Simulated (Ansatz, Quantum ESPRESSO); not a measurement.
## TiAl and the pressure, program beside program

The cell as given:

Space group P4/mmm (No. 123). a = 2.837 Å, b = 2.837 Å, c = 4.059 Å, α = 90.00°, β = 90.00°, γ = 90.00°
```csv
atom,site,symmetry,x,y,z
Ti,1a,4/mmm,0.0000,0.0000,0.0000
Al,1d,4/mmm,0.5000,0.5000,0.5000
```

Kept alike: task relaxation of cell and atoms; functional PBEsol; k mesh 9 × 9 × 7; occupations fermi-dirac, width 0.05 eV; no spin polarisation. The mesh is that of the run's cell of 2 atoms. No spin-orbit coupling.

- A: Ansatz, Ansatz PAW, made for PBE, cutoff 420 eV
- B: Quantum ESPRESSO, GBRV 1.5 PBEsol, cutoff 707 eV

| pressure (GPa) | A: volume (Å³/atom) | B: volume (Å³/atom) |
| --- | --- | --- |
| 0 | 15.790 | 15.765 |
| 2 | 15.536 | 15.514 |
| 5 | 15.194 | 15.172 |
| 10 | 14.690 | 14.669 |

Values on potentials made for another functional: all of A. Values hold for each row's relaxed cell, which stops near the pressure aimed at. Ansatz's stress holds its Pulay term. The runs follow the start's structure, whether or not it is the stable one at these pressures. For a metal such a mesh leaves the last digits unconverged.

Q: How large is the effect of the pressure, and do the programs agree on it?

A: From 0 to 10 GPa the volume moves by -1.100 in A, -1.096 in B (Å³/atom). Row by row the programs differ by 0.021 to 0.025, and over this span the shifts, as printed, agree within 1 %.
